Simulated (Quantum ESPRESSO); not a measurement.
The system is CuO.

```xyz
4
Lattice="3.1755 0.0000 0.0000 0.0000 3.1755 0.0000 0.0000 0.0000 4.6495" Properties=species:S:1:pos:R:3 pbc="T T T"
Cu    0.0000    0.0000    0.0000
Cu    1.5877    1.5877    0.0000
O     1.5877    0.0000    1.2414
O     0.0000    1.5877    3.4081
```

The cell was built by a generator and needn't be a form met in nature.

```yaml
Program: Quantum ESPRESSO 7.5
Task: single point
Functional: PBE
Potentials_or_basis: SSSP 1.3 efficiency PBE
Cutoff: 748 eV
Density_cutoff: 5987 eV
k_mesh: 8 × 8 × 6
Occupations: fermi-dirac, width 0.05 eV
Spin: no spin polarisation
```

On this cell: pressure 16.8 GPa; largest force 0.884 eV/Å; band gap on the k mesh none (metal or under the smearing width).

The same run follows on a disturbed copy (atoms moved at random, drawn with an rms of 0.05 Å):

```
CELL_PARAMETERS angstrom
3.17550 0.00000 0.00000
0.00000 3.17550 0.00000
0.00000 0.00000 4.64953
ATOMIC_POSITIONS crystal
Cu 0.99804 0.00095 0.99545
Cu 0.49965 0.50733 0.00178
O 0.50550 0.99608 0.26765
O 0.99782 0.50034 0.72497
```

**Question.** What changes?

**Answer.** The energy (extrapolated to zero smearing) moves by +11.0 meV/atom; pressure 15.2 GPa; largest force 1.182 eV/Å; band gap on the k mesh none (metal or under the smearing width).

Forces on the atoms (eV/Å):
```
Cu   0.105  0.196 -0.254
Cu  -0.052 -0.335  0.081
O   -0.062  0.112 -1.009
O    0.008  0.027  1.182
```

Stress tensor (GPa, compression positive):
```
 28.14   0.03  -0.26
  0.03  27.86   0.33
 -0.26   0.33 -10.41
```

Caveats: the run has no spin polarisation, though such a crystal can be magnetic; semilocal functionals often make such compounds metallic where correlation or magnetic order opens a gap, which also shifts bond lengths; so large a pressure means that the cell lies far from this level's equilibrium, or that cutoff or potentials fall short (some runs).
